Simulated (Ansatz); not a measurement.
Wanted: the native input for an Ansatz 0.2.0 run.

```
Task                                : band structure
Functional                          : HSEsol
Potentials or basis                 : Ansatz PAW
Cutoff                              : 420 eV (not typed: the program's choice for these potentials)
k mesh                              : 6 × 6 × 3
Occupations                         : fermi-dirac, width 0.05 eV
Spin                                : no spin polarisation
Path                                : [["G", "M", "K", "G", "A", "L", "H", "A"], ["L", "M"], ["K", "H"]]
Points for each segment of the path : 4
```

The system is Al.

```
CELL_PARAMETERS angstrom
2.81246 0.00000 0.00000
-1.40623 2.43566 0.00000
0.00000 0.00000 4.86685
ATOMIC_POSITIONS crystal
Al 0.33333 0.66667 0.25000
Al 0.66667 0.33333 0.75000
```

This isn't the form of Al at room conditions, which is fcc.

One way to write it, as run:

input

```
crystal:
  lattice:
    - [2.8124553515, 0.0, 0.0]
    - [-1.4062276757, 2.4356577814, 0.0]
    - [0.0, 0.0, 4.86685]
  atoms:
    - { symbol: Al, position: [0.3333333333, 0.6666666667, 0.25] }
    - { symbol: Al, position: [0.6666666667, 0.3333333333, 0.75] }
hamiltonian:
  xc:
    exchange: hjs_pbesol
    correlation: pbesol
    exx: { coeff: 0.25, omega: 0.207 }
  pseudopotentials: { kind: paw }
kpoints:
  mp_grid: { grid: [6, 6, 3] }
  band_path:
    path:
      - [[0.0, 0.0, 0.0], [0.5, 0.0, 0.0], [0.3333333333, 0.3333333333, 0.0], [0.0, 0.0, 0.0], [0.0, 0.0, 0.5], [0.5, 0.0, 0.5], [0.3333333333, 0.3333333333, 0.5], [0.0, 0.0, 0.5]]
      - [[0.5, 0.0, 0.5], [0.5, 0.0, 0.0]]
      - [[0.3333333333, 0.3333333333, 0.0], [0.3333333333, 0.3333333333, 0.5]]
    npoints: 4
scf:
  occupations: { method: fermi_dirac, width: 0.05 }
  n_extra_bands: 6
output:
  forces: true
  stress: true
  eigenvalues: true
  fatbands: false
  write_density: true
  write_potential: true
  elf: true
  volumetric_format: npy
```

It gave:

```
Pressure               : 0.2 GPa
Band gap on the k mesh : none (metal or under the smearing width)
```

Caveat: the k mesh is coarse (spacing up to 0.43 Å⁻¹), so the values aren't converged, least of all with exact exchange; the PAW data sets come from PBE, with cores solved anew for the run's functional, which leaves a small shift of forces and pressure; the thresholds are loose for stress.

Wall time 28 s on 1 × NVIDIA H100 80GB HBM3 with 2 threads of AMD EPYC 7R13 Processor (Zen 3), on a shared host, peak memory 1.3 GiB.
